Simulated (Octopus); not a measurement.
Input of an Octopus 16.4 run:

inp

```
CalculationMode = gs
UnitsOutput = eV_Angstrom
PeriodicDimensions = 3
ExperimentalFeatures = yes
PseudopotentialSet = pseudodojo_pbesol
%LatticeParameters
 1*angstrom | 1*angstrom | 1*angstrom
%
%LatticeVectors
 0 | 2.179 | 2.179
 2.179 | 0 | 2.179
 2.179 | 2.179 | 0
%
%ReducedCoordinates
 "Si" | 0 | 0 | 0
 "C" | 0.75 | 0.75 | 0.75
%
%Spacing
 0.13398136*angstrom | 0.13398136*angstrom | 0.13398136*angstrom
%
DerivativesOrder = 8
%KPointsGrid
 10 | 10 | 10
%
KPointsUseSymmetries = yes
XCFunctional = gga_x_pbe_sol + gga_c_pbe_sol
SmearingFunction = fermi_dirac
Smearing = 0.05*eV
ExtraStates = 6
Eigensolver = chebyshev_filter
ConvRelDens = 3e-7
MaximumIter = 120
```

Potentials or basis: pseudodojo_pbesol (PseudoDojo 0.4, PBEsol).

The run is started by

```bash
$ OMP_NUM_THREADS=1 octopus > out.log
```

Q: Predict the band gap on the k mesh.

A: 1.24 eV, indirect (least direct gap 4.46 eV).

**The experiment to reproduce.**

“Insight into the structural, elastic and electronic properties of a new orthorhombic 6O-SiC polytype”, 2020, pmc:7200658 quotes, for a bulk crystal of SiC: band gap 2.4 eV (indirect).

Measured gap of SiC: 2.4 eV (indirect; quoted in “Insight into the structural, elastic and electronic properties of a new orthorhombic 6O-SiC polytype”, 2020, pmc:7200658). This calculation gives 1.24 eV (-1.16 eV). The value is that of PBEsol on a finite k mesh, which can miss the band edges, without temperature or zero-point motion. Semilocal functionals fall short of measured gaps as a rule.
